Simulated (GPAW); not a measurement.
Input of a GPAW 26.7.0 run:

Contents of run.py:

```python
from ase import Atoms
from ase.dft.bandgap import bandgap
from ase.io import write
from ase.units import GPa
from gpaw import GPAW, PW

atoms = Atoms(['Ba', 'Ti', 'O', 'O', 'O'],
              cell=[[2.8273666084, 1.6323808724, 2.3183934932],
                    [-2.8273666084, 1.6323808724, 2.3183934932],
                    [0.0, -3.2647617449, 2.3183934932]],
              scaled_positions=[[0.0, 0.0, 0.0],
                                [0.4845, 0.4845, 0.4845],
                                [0.5086, 0.0175, 0.5086],
                                [0.0175, 0.5086, 0.5086],
                                [0.5086, 0.5086, 0.0175]],
              pbc=True)

calc = GPAW(mode=PW(600),
            xc='PBE',
            kpts={'size': (6, 6, 6), 'gamma': True},
            occupations={'name': 'fermi-dirac', 'width': 0.05},
            nbands=36,
            maxiter=120,
            txt='gpaw.txt')
atoms.calc = calc
energy = atoms.get_potential_energy()
forces = atoms.get_forces()
stress = atoms.get_stress()
calc.write('gs.gpw')
write('result.traj', atoms)
print(f'Energy: {energy:.6f} eV')
print('Forces (eV/A):')
print(forces.round(4))
print('Stress (GPa):', (stress / GPa).round(3))
print('Fermi level:', round(calc.get_fermi_level(), 4), 'eV')
print(f'Gap: {bandgap(calc)[0]:.4f} eV, direct: {bandgap(calc, direct=True)[0]:.4f} eV')
```

Potentials or basis: GPAW PAW data sets (gpaw-data 1.2.1), pw.

Run with:

```bash
$ OMP_NUM_THREADS=1 python run.py
```

(1) Predict the largest force.

(2) What does it give for the band gap on the k mesh?

(3) Predict the pressure.

Results:

(1) 0.255 eV/Å.

(2) 2.42 eV, indirect (least direct gap 2.80 eV).

(3) 2.1 GPa.

Caveat: the cutoff is short for stress and forces, so pressures can be off by a GPa or more; spin-orbit coupling is left out, which moves the levels of the heavy elements.
